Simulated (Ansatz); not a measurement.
# CoPdO$_{2}$: enthalpy against pressure

CoPdO$_{2}$, R-3m, a = 2.862 Å, c = 17.837 Å. The structure is a COD entry; whether it is the stable form wasn't checked. Ansatz: PBE, PAW, 420 eV, Γ-centred 18×18×18 mesh on 4 atoms, Gaussian smearing 0.10 eV; no spin polarisation. Cell and atoms are relaxed at each pressure, and no other structure is tried, so the rows at high pressure may lie past a change of phase. y is the enthalpy over the state at zero pressure; there V0 = 10.545 Å³/atom. The pressures are the targets, met within 0.05 GPa.

| P (GPa) | y (eV/atom) |
| --- | --- |
| -1.0 | -0.0660 |
| 0.0 | 0.0000 |
| 1.0 | 0.0656 |
| 4.0 | 0.2607 |
| 12.0 | 0.7680 |
| 25.0 | ? |
| 50.0 | 2.9931 |
| 90.0 | 5.1162 |

Problem. Fit y = c1 P + c2 P² + c3 P³ to the other rows, say what c1 and c2 mean, and predict the missing value.

Solution. Least squares on the rows shown. y = 0.065598 P − 0.00013658 P² + 4.3723×10⁻⁷ P³. Since dH/dP = V, c1 is V0: 0.065598 eV/GPa × 160.2 = 10.509 Å³ against 10.545; c2 = −V0/(2B0) gives B0 = 240 GPa, where a Birch–Murnaghan fit to the volumes of the same runs (not shown) gives 198 GPa: a cubic over this range folds the higher terms into c2. At P = 25.0 the fit asked for gives 1.5614 eV/atom. The run gave 1.5593 eV/atom, so the fit is 0.0021 eV/atom too high, 0.041 % of the span of the series, against an rms of 0.0003 eV/atom on the fitted rows. With a term in P⁴ added, a fit to the same known rows predicts 1.5587 eV/atom, so most of the miss is curvature that the known rows already hold.

The cell has an odd number of electrons and ran without spin polarisation, so a magnetic or disproportionated state may lie lower.